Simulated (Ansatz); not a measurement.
Born–Oppenheimer molecular dynamics of a periodic cell of 16 atoms, WC (start crystal WC, start structure P-6m2, volume 1.15 times the crystal's). It starts from a structure without forces on its atoms.

The calculation used DFT PBE, scalar-relativistic, plane waves, PAW in Ansatz. Settings: accuracy low, PAW set soft_1, cutoff 420 eV, k mesh 2x2x2, fermi-dirac smearing 0.36 eV, no spin polarisation.

```json
{
 "ensemble": "NVT, Langevin thermostat",
 "time step": "0.75 fs",
 "steps asked": "160",
 "set temperature": "4200 K",
 "friction": "0.02 /fs",
 "seed": "635276"
}
```

Frames 7.5 fs apart, positions in Å, forces in eV/Å.

Velocities at 22.5 fs (Å/ps):

```
W -7.26 1.27 0.64
C 2.51 -5.17 -16.38
W 2.43 0.33 2.19
C 12.62 -9.88 9.94
W 2.38 2.59 0.42
C -18.47 10.69 2.75
W 7.53 2.22 -0.73
C 5.79 12.80 3.09
W 0.90 -8.30 0.52
C 7.09 -13.75 1.31
W 2.30 -1.16 1.68
C 5.30 -1.69 -5.57
W -6.53 -1.09 3.26
C 13.26 13.81 2.79
W -1.76 0.54 0.36
C -7.32 -18.77 12.00
```

```xyz
16
Lattice="-3.0401 -5.2656 0.0000 4.5601 -2.6328 0.0000 0.0000 0.0000 5.9270" Properties=species:S:1:pos:R:3:forces:R:3 time_fs=22.5 energy_less_start_eV=4.618 T=2048
W -0.203 -5.203 -0.048 1.10 -1.02 1.43
C 1.388 -4.454 1.641 1.65 0.94 -1.58
W 0.052 -5.295 3.023 -2.57 0.91 -0.89
C 1.124 -4.256 4.486 2.90 -1.70 0.38
W -1.508 -2.581 0.016 -1.36 -1.31 1.10
C 0.293 -1.604 1.654 -2.18 -1.31 -1.57
W -1.439 -2.662 3.070 -1.43 1.52 -2.88
C -0.038 -2.018 4.563 0.33 2.41 -0.34
W 1.531 -2.804 -0.080 -0.87 2.55 2.66
C 3.002 -1.748 1.795 1.26 -0.04 -3.60
W 1.611 -2.648 2.982 -3.25 -0.62 0.29
C 2.891 -1.769 4.424 1.46 0.01 1.65
W -0.067 0.019 0.033 0.46 -0.06 0.18
C -1.685 -4.236 1.590 1.27 -0.85 -1.69
W -0.066 0.007 2.957 1.45 0.06 0.86
C -1.589 -4.337 4.169 -0.22 -1.48 3.99
16
Lattice="-3.0401 -5.2656 0.0000 4.5601 -2.6328 0.0000 0.0000 0.0000 5.9270" Properties=species:S:1:pos:R:3:forces:R:3 time_fs=30 energy_less_start_eV=3.386 T=2803
W -0.260 -5.197 -0.029 2.33 -1.21 1.13
C 1.423 -4.487 1.498 0.92 1.07 0.20
W 0.073 -5.297 3.023 -1.65 0.76 -0.63
C 1.296 -4.309 4.593 1.26 -2.53 -1.87
W -1.502 -2.556 0.014 -0.89 -1.46 0.92
C 0.140 -1.568 1.621 -1.00 -2.27 -0.97
W -1.400 -2.641 3.048 -1.69 0.18 -1.24
C -0.008 -1.884 4.562 0.00 0.92 -0.48
W 1.544 -2.848 -0.063 -0.98 4.21 2.91
C 3.035 -1.806 1.782 0.05 0.92 -3.21
W 1.614 -2.667 3.004 -2.79 -0.20 -0.18
C 2.986 -1.806 4.413 0.23 0.14 1.30
W -0.118 0.025 0.068 1.18 -0.22 -0.72
C -1.531 -4.207 1.572 0.22 -1.27 -0.96
W -0.062 0.014 2.942 2.07 -0.18 2.03
C -1.641 -4.509 4.324 0.74 1.13 1.79
16
Lattice="-3.0401 -5.2656 0.0000 4.5601 -2.6328 0.0000 0.0000 0.0000 5.9270" Properties=species:S:1:pos:R:3:forces:R:3 time_fs=37.5 energy_less_start_eV=3.848 T=3194
W -0.290 -5.197 -0.010 4.46 -2.22 1.31
C 1.412 -4.452 1.253 0.35 0.16 2.79
W 0.097 -5.315 3.016 -1.01 0.53 -0.65
C 1.558 -4.455 4.624 -0.83 -0.44 -3.12
W -1.518 -2.526 -0.009 0.97 -2.31 1.32
C -0.039 -1.606 1.571 0.04 -1.57 -0.15
W -1.379 -2.629 3.037 -1.10 0.26 -0.85
C 0.132 -1.729 4.485 -1.29 -1.02 -0.51
W 1.545 -2.855 -0.052 -1.02 4.65 1.34
C 3.086 -1.837 1.647 -1.62 1.30 -1.15
W 1.589 -2.687 3.013 -0.85 0.35 -0.56
C 3.115 -1.813 4.407 -1.23 0.10 0.27
W -0.151 0.016 0.089 1.69 -0.62 -1.27
C -1.393 -4.205 1.509 -1.27 -0.86 0.58
W -0.040 0.046 2.925 2.25 -1.07 2.45
C -1.667 -4.673 4.575 0.46 2.77 -1.78
16
Lattice="-3.0401 -5.2656 0.0000 4.5601 -2.6328 0.0000 0.0000 0.0000 5.9270" Properties=species:S:1:pos:R:3:forces:R:3 time_fs=45 energy_less_start_eV=5.323 T=2488
W -0.291 -5.218 0.018 5.12 -2.74 1.10
C 1.429 -4.361 1.149 -0.41 -1.47 3.74
W 0.131 -5.332 3.014 -1.12 0.75 -0.56
C 1.747 -4.609 4.478 -3.04 2.49 -2.67
W -1.553 -2.529 -0.040 2.12 -2.87 1.89
C -0.251 -1.675 1.462 1.83 0.21 0.78
W -1.365 -2.627 3.014 -0.71 -0.28 -1.10
C 0.214 -1.598 4.438 -1.68 -2.21 -0.82
W 1.533 -2.835 -0.043 -0.64 4.65 -0.94
C 3.093 -1.803 1.558 -2.04 1.13 -0.08
W 1.548 -2.707 3.011 0.47 0.61 -0.61
C 3.147 -1.803 4.339 -1.36 -0.17 0.52
W -0.179 0.014 0.088 2.08 -0.49 -1.67
C -1.365 -4.194 1.397 -2.06 -0.73 2.08
W -0.024 0.076 2.918 1.59 -1.74 1.70
C -1.648 -4.670 4.681 -0.15 2.86 -3.35
16
Lattice="-3.0401 -5.2656 0.0000 4.5601 -2.6328 0.0000 0.0000 0.0000 5.9270" Properties=species:S:1:pos:R:3:forces:R:3 time_fs=52.5 energy_less_start_eV=5.745 T=3430
W -0.265 -5.265 0.058 3.42 -1.17 -0.40
C 1.511 -4.325 1.244 -1.58 -1.09 2.29
W 0.175 -5.358 3.007 -2.07 1.73 0.01
C 1.776 -4.637 4.302 -2.95 3.00 0.03
W -1.582 -2.551 -0.033 0.36 -2.83 -1.13
C -0.545 -1.763 1.434 5.67 3.75 0.46
W -1.349 -2.631 2.988 -1.63 -1.80 0.09
C 0.192 -1.603 4.456 -1.60 -1.88 -0.92
W 1.529 -2.799 -0.032 -0.80 3.35 -1.11
C 3.108 -1.630 1.551 -1.44 -0.90 -0.57
W 1.506 -2.703 2.997 1.03 0.30 -0.39
C 2.977 -1.827 4.310 0.71 -0.22 1.10
W -0.201 0.022 0.069 2.18 -0.13 -1.31
C -1.413 -4.174 1.323 -2.01 -1.63 2.25
W -0.001 0.109 2.926 0.45 -1.84 1.21
C -1.612 -4.580 4.585 0.26 1.34 -1.62
16
Lattice="-3.0401 -5.2656 0.0000 4.5601 -2.6328 0.0000 0.0000 0.0000 5.9270" Properties=species:S:1:pos:R:3:forces:R:3 time_fs=60 energy_less_start_eV=5.936 T=3853
W -0.218 -5.328 0.109 1.32 2.69 -3.11
C 1.495 -4.399 1.434 -0.78 0.75 -0.30
W 0.224 -5.391 2.994 -4.21 3.30 1.03
C 1.665 -4.604 4.190 -0.40 2.54 2.62
W -1.608 -2.550 -0.011 0.04 -2.34 -1.39
C -0.599 -1.711 1.500 5.99 4.04 -1.68
W -1.340 -2.630 2.986 -3.35 -2.19 1.56
C 0.120 -1.767 4.482 -1.41 -0.12 -0.35
W 1.497 -2.742 -0.026 -0.75 1.29 0.16
C 3.077 -1.410 1.473 -0.41 -6.00 0.20
W 1.471 -2.687 2.987 0.86 -0.25 -0.62
C 2.822 -1.827 4.325 2.23 -0.10 1.57
W -0.212 0.034 0.076 2.18 -0.18 -0.95
C -1.478 -4.238 1.414 -1.50 -1.08 0.41
W 0.029 0.144 2.969 -0.11 -1.91 0.18
C -1.561 -4.434 4.397 0.30 -0.43 0.68
16
Lattice="-3.0401 -5.2656 0.0000 4.5601 -2.6328 0.0000 0.0000 0.0000 5.9270" Properties=species:S:1:pos:R:3:forces:R:3 time_fs=67.5 energy_less_start_eV=5.642 T=3341
W -0.186 -5.381 0.135 0.43 4.01 -3.45
C 1.461 -4.478 1.491 0.12 1.49 -1.12
W 0.250 -5.401 3.014 -5.91 2.57 0.16
C 1.504 -4.453 4.170 2.46 1.00 3.72
W -1.626 -2.559 0.007 0.85 -1.02 -0.09
C -0.404 -1.442 1.667 2.70 -0.78 -2.65
W -1.339 -2.627 2.990 -4.66 -0.33 -0.26
C 0.011 -1.973 4.428 -0.05 1.67 1.27
W 1.432 -2.693 -0.015 -0.20 0.11 0.28
C 3.070 -1.454 1.474 -0.49 -5.90 0.76
W 1.439 -2.677 2.969 1.07 0.13 -0.43
C 2.776 -1.881 4.410 2.42 0.67 1.12
W -0.219 0.046 0.099 1.91 -0.35 -0.96
C -1.564 -4.341 1.494 -0.31 0.23 -0.86
W 0.034 0.169 3.001 -0.21 -1.58 0.42
C -1.483 -4.288 4.281 -0.13 -1.92 2.09
16
Lattice="-3.0401 -5.2656 0.0000 4.5601 -2.6328 0.0000 0.0000 0.0000 5.9270" Properties=species:S:1:pos:R:3:forces:R:3 time_fs=75 energy_less_start_eV=5.694 T=3292
W -0.155 -5.416 0.161 0.18 3.05 -2.38
C 1.472 -4.485 1.381 -0.62 1.36 0.73
W 0.261 -5.431 3.032 -4.51 3.08 0.13
C 1.513 -4.352 4.249 1.45 -0.59 1.96
W -1.626 -2.595 0.029 0.19 -1.10 -0.66
C -0.158 -1.212 1.704 0.28 -5.85 -1.79
W -1.335 -2.650 2.981 -3.78 1.09 -0.95
C -0.105 -2.082 4.500 1.54 2.44 0.81
W 1.340 -2.648 0.012 1.21 -0.57 0.10
C 3.021 -1.663 1.538 -1.21 -1.56 0.05
W 1.433 -2.667 2.945 1.24 0.25 0.70
C 2.833 -1.895 4.526 1.25 0.89 0.03
W -0.247 0.065 0.112 2.38 -0.21 -1.22
C -1.666 -4.322 1.493 1.04 0.34 -1.09
W 0.045 0.189 3.042 0.14 -0.66 1.83
C -1.359 -4.290 4.268 -0.79 -1.95 1.74
16
Lattice="-3.0401 -5.2656 0.0000 4.5601 -2.6328 0.0000 0.0000 0.0000 5.9270" Properties=species:S:1:pos:R:3:forces:R:3 time_fs=82.5 energy_less_start_eV=6.155 T=3942
W -0.148 -5.448 0.184 -0.26 3.23 -2.30
C 1.387 -4.361 1.257 -0.36 -0.08 2.32
W 0.261 -5.465 3.066 -3.12 3.33 0.35
C 1.603 -4.330 4.369 -0.04 -0.98 -0.08
W -1.606 -2.646 0.044 -1.00 0.42 -1.25
C 0.017 -1.209 1.678 -0.50 -5.76 -0.52
W -1.345 -2.678 2.964 -2.88 0.82 0.46
C -0.196 -2.058 4.540 2.64 2.13 -0.08
W 1.251 -2.632 0.056 2.60 -0.18 -0.70
C 2.907 -1.822 1.564 -0.61 0.80 0.13
W 1.446 -2.665 2.925 0.61 -0.24 1.81
C 3.017 -1.876 4.604 -1.49 1.20 -1.60
W -0.287 0.094 0.117 4.01 -1.31 -0.20
C -1.781 -4.225 1.348 1.16 -0.85 1.19
W 0.043 0.204 3.086 0.80 -1.71 1.00
C -1.297 -4.385 4.457 -1.56 -0.82 -0.52
16
Lattice="-3.0401 -5.2656 0.0000 4.5601 -2.6328 0.0000 0.0000 0.0000 5.9270" Properties=species:S:1:pos:R:3:forces:R:3 time_fs=90 energy_less_start_eV=7.834 T=4215
W -0.129 -5.447 0.218 -0.64 3.42 -2.04
C 1.286 -4.200 1.262 0.16 -2.44 2.92
W 0.261 -5.481 3.099 -2.31 2.97 0.50
C 1.776 -4.326 4.516 -1.72 -0.94 -2.06
W -1.584 -2.688 0.057 -0.78 3.34 -2.31
C 0.175 -1.418 1.610 -2.03 -2.08 0.61
W -1.381 -2.714 2.960 -1.54 1.17 1.68
C -0.171 -1.952 4.559 1.68 0.85 -1.32
W 1.177 -2.609 0.091 3.85 0.78 -1.59
C 2.909 -1.874 1.552 -0.95 1.44 1.13
W 1.458 -2.678 2.899 0.35 -0.42 2.77
C 3.154 -1.825 4.586 -2.88 1.90 -2.71
W -0.349 0.154 0.127 5.87 -4.59 0.93
C -1.950 -4.114 1.255 1.20 -3.07 3.86
W 0.052 0.195 3.118 1.33 -3.18 -0.65
C -1.304 -4.596 4.587 -1.59 0.84 -1.71
16
Lattice="-3.0401 -5.2656 0.0000 4.5601 -2.6328 0.0000 0.0000 0.0000 5.9270" Properties=species:S:1:pos:R:3:forces:R:3 time_fs=97.5 energy_less_start_eV=9.135 T=3524
W -0.118 -5.425 0.252 -1.05 2.65 -2.23
C 1.123 -4.214 1.407 0.81 -1.26 1.65
W 0.239 -5.491 3.146 -2.44 3.27 -0.15
C 1.935 -4.372 4.608 -2.85 -0.04 -2.92
W -1.566 -2.731 0.069 0.87 3.67 -2.48
C 0.182 -1.678 1.628 -3.95 1.27 0.87
W -1.427 -2.747 2.960 -0.63 1.57 2.22
C 0.016 -1.767 4.567 -0.66 -0.05 -1.94
W 1.127 -2.569 0.111 5.10 -1.14 -1.58
C 2.900 -1.875 1.608 -0.83 1.43 0.65
W 1.462 -2.669 2.889 0.82 -1.21 4.17
C 3.200 -1.786 4.464 -2.32 1.12 -0.29
W -0.374 0.225 0.140 4.75 -5.61 -0.04
C -2.151 -3.970 1.325 0.79 -4.02 4.38
W 0.057 0.152 3.146 1.37 -3.29 -1.26
C -1.471 -4.690 4.645 0.22 1.64 -1.05
16
Lattice="-3.0401 -5.2656 0.0000 4.5601 -2.6328 0.0000 0.0000 0.0000 5.9270" Properties=species:S:1:pos:R:3:forces:R:3 time_fs=105 energy_less_start_eV=9.548 T=3921
W -0.111 -5.411 0.264 -1.29 2.10 -1.94
C 1.028 -4.315 1.610 1.70 0.77 -0.35
W 0.189 -5.511 3.199 -2.77 6.29 -1.90
C 2.032 -4.409 4.569 -3.04 0.53 -1.72
W -1.551 -2.773 0.079 0.04 1.29 -0.18
C 0.032 -1.790 1.741 -2.46 1.26 -0.97
W -1.449 -2.745 2.980 -0.33 1.76 2.21
C 0.154 -1.586 4.493 -0.84 -1.53 -0.05
W 1.096 -2.531 0.122 3.37 -1.53 -1.04
C 2.912 -1.776 1.720 -0.77 0.45 -0.92
W 1.476 -2.656 2.889 0.60 -1.34 4.57
C 3.096 -1.662 4.383 -0.13 -3.57 3.93
W -0.359 0.287 0.166 2.81 -4.66 -0.62
C -2.269 -3.962 1.561 1.75 -1.69 0.03
W 0.055 0.099 3.174 -0.27 -2.70 -0.89
C -1.609 -4.750 4.709 1.63 2.56 -0.17
```

Of the whole run (120 fs, mean temperature of the second half 3930 K): A run of 0.12 ps of so small a system gives no equilibrium averages. Limits of this set-up: coarse k mesh, low accuracy level.

Time of the run: 19 min on 1 thread of Arm Neoverse V1, with other jobs on the host, peak memory 0.51 GiB.
